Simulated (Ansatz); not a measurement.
Wanted: the native input for an Ansatz 0.2.0 run.

```
Task                                : band structure
Functional                          : PBEsol
Potentials or basis                 : Ansatz PAW earlier set
Cutoff                              : 660 eV (not typed: the program's choice for these potentials)
k mesh                              : 12 × 12 × 12
Occupations                         : fermi-dirac, width 0.05 eV
Spin                                : no spin polarisation
Path                                : [["G", "H", "N", "G", "P", "H"], ["P", "N"]]
Points for each segment of the path : 14
```

Crystal: Zn.

```
CELL_PARAMETERS angstrom
-1.56904 1.56904 1.56904
1.56904 -1.56904 1.56904
1.56904 1.56904 -1.56904
ATOMIC_POSITIONS crystal
Zn 0.00000 0.00000 0.00000
```

This isn't the form of Zn at room conditions, which is hcp.

One way to write it, as run:

input.yaml

```yaml
crystal:
  lattice:
    - [-1.569037, 1.569037, 1.569037]
    - [1.569037, -1.569037, 1.569037]
    - [1.569037, 1.569037, -1.569037]
  atoms:
    - { symbol: Zn, position: [0.0, 0.0, 0.0] }
hamiltonian:
  xc: pbesol
  pseudopotentials: { kind: paw, source: ansatz }
kpoints:
  mp_grid: { grid: [12, 12, 12] }
  band_path:
    path:
      - [[0.0, 0.0, 0.0], [0.5, -0.5, 0.5], [0.0, 0.0, 0.5], [0.0, 0.0, 0.0], [0.25, 0.25, 0.25], [0.5, -0.5, 0.5]]
      - [[0.25, 0.25, 0.25], [0.0, 0.0, 0.5]]
    npoints: 14
scf:
  occupations: { method: fermi_dirac, width: 0.05 }
  n_extra_bands: 6
output:
  forces: true
  stress: true
  eigenvalues: true
  fatbands: true
  write_density: true
  write_potential: true
  elf: true
  volumetric_format: npy
```

Potentials or basis: Ansatz PAW earlier set.

Command:

```bash
$ ansatz run input.yaml --threads 2 --pin off --max-ram 5632MiB --backend cpu --events-out ev --progress --plain --runs-dir out
```

Results of the run:

```json
{
  "Pressure": "-5.2 GPa",
  "Band gap on the k mesh": "none (metal or under the smearing width)"
}
```

Caveat: the PAW data sets come from PBE, with cores solved anew for the run's functional, which leaves a small shift of forces and pressure.

It took 2.2 s on 2 threads of Arm Neoverse V1, with other jobs on the host, peak memory 0.29 GiB.
